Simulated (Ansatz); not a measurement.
Band structure of KBr

```
K Br
1.0
     4.04350    0.00000    0.00000
     0.00000    4.04350    0.00000
     0.00000    0.00000    4.04350
K Br
1 1
Direct
  0.00000 0.00000 0.00000
  0.50000 0.50000 0.50000
```

Atom numbers follow the list: K1, Br2.

Structure from Materials Project entry mp-570891 (possibly hypothetical), not relaxed further.

Computed with Ansatz 0.2.0, DFT, LDA, all-electron LAPW, scalar-relativistic.

Settings: a Γ-centred 6×6×6 k mesh, Fermi–Dirac smearing of 0.01 eV, basis error target 1 meV/atom, no spin polarisation.

Points in fractions of the reciprocal vectors of this cell: Γ (0, 0, 0), X (0, 0.5, 0), M (0.5, 0.5, 0), R (0.5, 0.5, 0.5). The path joins them by straight lines in the order Γ–X–M–Γ–R–X–R–M; legs that retrace an earlier one aren't tabulated. Energies are in eV from the top of the valence band.

Task: List the levels at Γ between -8 and 5.5 eV.

Result: -0.27 (×3), 3.47.

Task: List the levels at R between -8 and 5.5 eV.

Result: -1.46 (×3).

Task: List the levels at M between -8 and 5.5 eV.

Result: -1.42 (×2), 0.00, 4.91.

Task: What is the band gap?

Result: 3.47 eV, indirect from M (0.5, 0.5, 0) to Γ.

Kohn–Sham gaps of semilocal functionals usually fall short of measured ones.
